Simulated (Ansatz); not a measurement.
**LiF: a prediction, then the measurements**

The calculation used Ansatz, DFT PBE, scalar-relativistic, plane waves, PAW.

Plane waves to 420 eV, a k mesh through Γ of 10×10×10 on the computed 2-atom cell and Gaussian smearing (0.02 eV); no spin polarisation.

Relaxed structure:

Space group Fm-3m (No. 225). a = 4.069 Å, b = 4.069 Å, c = 4.069 Å, α = 90.00°, β = 90.00°, γ = 90.00°
```json
{"atom": "Li", "site": "4b", "symmetry": "m-3m", "x": "0.5000", "y": "0.0000", "z": "0.0000"}
{"atom": "F", "site": "4a", "symmetry": "m-3m", "x": "0.0000", "y": "0.0000", "z": "0.0000"}
```

```json
{
 "Space group": "Fm-3m (No. 225)",
 "Volume per atom": "56.8 bohr³",
 "Formation energy from the elements' standard states (uncorrected)": "-2.945 eV/atom",
 "Kohn–Sham band gap": "8.82 eV",
 "Orbital (Löwdin) character of the top 1 eV of the valence band": "F 2p 99 %",
 "Orbital (Löwdin) character of the lowest 1 eV of the conduction band": "Li 2s 63 %, F 2s 24 %, unprojected 9 %",
 "Bader charge by site (e)": "Li (1 in the cell) 0.90, F (1 in the cell) -0.90"
}
```

**Against measurements.**

Measured lattice constant a of LiF: 4.0262 Å (298.15 K; a printed reference work (data compilation)). This calculation gives 4.069 Å (+1.1 %). The calculation is for 0 K without zero-point motion. Measured band gap of LiF: 13.6 eV (a printed reference work (monograph)). This calculation gives 8.82 eV (-4.78 eV). Kohn–Sham gaps of semilocal functionals fall short of measured ones as a rule.

The cell was reached from a generator's guess, though it ends in a space group that the Crystallography Open Database lists for this formula. Löwdin shares on free-atom orbitals overweight diffuse shells in the empty bands.
